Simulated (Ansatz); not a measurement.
## Equation of state of MgTe from a dense series

```
CELL_PARAMETERS angstrom
4.54000 0.00000 0.00000
-2.27000 3.93176 0.00000
0.00000 0.00000 7.39500
ATOMIC_POSITIONS crystal
Mg 0.33333 0.66667 0.00000
Mg 0.66667 0.33333 0.50000
Te 0.33333 0.66667 0.37000
Te 0.66667 0.33333 0.87000
```

Atoms are numbered in the order listed.

The cell is COD entry 1538744, as deposited and not checked against the literature; nothing was relaxed.

Spin–orbit coupling is left out, though it moves levels of the heavy atoms by tenths of an eV or more.

All numbers below come from DFT, PBE, all-electron LAPW, scalar-relativistic in Ansatz 0.2.0.

Settings: a Γ-centred 9×9×5 k mesh, Fermi–Dirac smearing of 0.03 eV, basis error target 0.5 meV/atom, no spin polarisation.

The cell is scaled evenly. Fractional coordinates are held (clamped ions).

```json
{"V (Å³/atom)": "31.681", "P (GPa)": "3.46"}
{"V (Å³/atom)": "32.341", "P (GPa)": "2.51"}
{"V (Å³/atom)": "32.671", "P (GPa)": "2.08"}
{"V (Å³/atom)": "33.001", "P (GPa)": "1.66"}
{"V (Å³/atom)": "33.331", "P (GPa)": "1.27"}
{"V (Å³/atom)": "33.661", "P (GPa)": "0.89"}
{"V (Å³/atom)": "34.321", "P (GPa)": "0.19"}
{"V (Å³/atom)": "34.981", "P (GPa)": "-0.44"}
```

(1) Fit a third-order Birch–Murnaghan curve to the pressures.

(2) Predict the pressure at the withheld volume, 31.020 Å³/atom.

Results:

(1) P = (3B0/2)(y^(7/2) − y^(5/2))[1 + (3/4)(B0′ − 4)(y − 1)] with y = (V0/V)^(2/3) fits within 0.01 GPa for V0 = 34.514 Å³/atom, B0 = 33.7 GPa and B0′ = 4.19.

(2) There y = 1.0737, so the fit gives 4.50 GPa; the run gave 4.50 GPa.
